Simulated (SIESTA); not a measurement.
The system is CdSe.

```
Cd Se
1.0
     0.00000    3.07027    3.07027
     3.07027    0.00000    3.07027
     3.07027    3.07027    0.00000
Cd Se
1 1
Direct
  0.00000 0.00000 0.00000
  0.25000 0.25000 0.25000
```

Measurements of this composition are mostly on another form, of space group No. 186.

Base run:

```yaml
Program: SIESTA 5.4.2
Functional: PBE
Potentials_or_basis: PseudoDojo 0.4 standard (PBE files)
Basis: DZP (energy shift 0.002 Ry)
Grid_cutoff: 800 Ry
Energy_shift: 0.002 Ry
k_mesh: 8 × 8 × 8
Occupations: fermi-dirac, width 0.05 eV
Spin: no spin polarisation
```

Its results: band gap on the k mesh 0.81 eV, direct; pressure 2.0 GPa.

Q: After a change of settings the same cell gave: band gap on the k mesh 0.74 eV, direct; pressure 2.2 GPa. Which change was it?
A. basis from DZP (energy shift 0.002 Ry) to TZTP (energy shift 0.002 Ry)
B. functional from PBE to BLYP
C. functional from PBE to OLYP
D. functional from PBE to LDA-PZ; potentials or basis from PseudoDojo 0.4 standard (PBE files) to PseudoDojo 0.4 standard (LDA files)

A: A.

Caveats: semicore shells carry a single zeta, which can move pressures by several GPa and volumes by a few percent; the basis of atomic orbitals isn't converged, which shifts pressures, moduli and gaps.

Not every run made on this cell is shown here.
